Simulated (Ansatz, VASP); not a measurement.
GaN in VASP and in Ansatz

```
Ga N
1.0
     3.21843    0.00000    0.00000
    -1.60921    2.78724    0.00000
     0.00000    0.00000    5.24303
Ga N
2 2
Direct
  0.33333 0.66667 0.99913
  0.66667 0.33333 0.49913
  0.33333 0.66667 0.37587
  0.66667 0.33333 0.87587
```

Alike in both runs: functional PBE; k mesh 12 × 12 × 6; occupations gaussian, width 0.02 eV; no spin polarisation.

Ansatz relaxed the structure, and its values are those at the end. VASP's run is a single point on that final structure, the one shown.

```csv
,VASP,Ansatz
version,VASP 6.6.1,Ansatz 0.2.0
potentials or method,"VASP PAW PBE potentials, release 64 (Ga_d, N)","scalar-relativistic, plane waves, PAW"
plane-wave cutoff (eV),520,420
valence electrons in the cell,36,36
```

|  | VASP | Ansatz | Ansatz less VASP |
| --- | --- | --- | --- |
| gap on the k mesh at the Fermi level (eV) | 1.72 | 1.71 | -0.006 |
| least direct gap on the mesh (eV) | 1.72 | 1.71 | -0.006 |
| pressure (GPa) | 0.1 | 0.0 | -0.12 |

The functional is the same, so the differences come from potentials, cutoffs and numerics.
